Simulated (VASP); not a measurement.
Crystal: LiH.

```xyz
2
Lattice="0.0000 2.0368 2.0368 2.0368 0.0000 2.0368 2.0368 2.0368 0.0000" Properties=species:S:1:pos:R:3 pbc="T T T"
Li    0.0000    0.0000    0.0000
H     2.0368    2.0368    2.0368
```

* Program: VASP 6.6.1
* Task: relaxation of cell and atoms
* Functional: PBEsol
* Potentials or basis: VASP PAW PBE potentials, release 64 (Li_sv, H)
* Cutoff: 600 eV
* k mesh: 12 × 12 × 12
* Occupations: gaussian, width 0.03 eV
* Spin: no spin polarisation

At the start: pressure -2.4 GPa; volume 8.45 Å³/atom.

How do energy, volume and symmetry change on relaxing?

Over 3 steps the energy falls by 4.9 meV/atom and the volume is 7.83 Å³/atom (-7.3 %); space group Fm-3m (No. 225, to 0.05 Å).

The path:
```
step  energy change (eV)  largest force (eV/Å)  pressure (GPa)  volume (Å³)
   1              0.0000                0.0000           -2.45        16.90
   2             -0.0042                0.0000           -1.88        16.58
   3             -0.0097                0.0000            0.05        15.67
```

Final structure:
```cif
data_structure
_symmetry_space_group_name_H-M 'P 1'
_symmetry_Int_Tables_number 1
_cell_length_a 2.8087
_cell_length_b 2.8087
_cell_length_c 2.8087
_cell_angle_alpha 60.000
_cell_angle_beta 60.000
_cell_angle_gamma 60.000
_cell_volume 15.67
loop_
_atom_site_label
_atom_site_type_symbol
_atom_site_fract_x
_atom_site_fract_y
_atom_site_fract_z
_atom_site_occupancy
Li1 Li 0.00000 0.00000 0.00000 1
H1 H 0.50000 0.50000 0.50000 1
```

Caveat: the cutoff is under 1.25 times the usual one of these potentials, so pressure, stress and relaxed cells hold a basis-set (Pulay) error; the PAW data sets were made with another functional, which shifts forces and pressure a little.
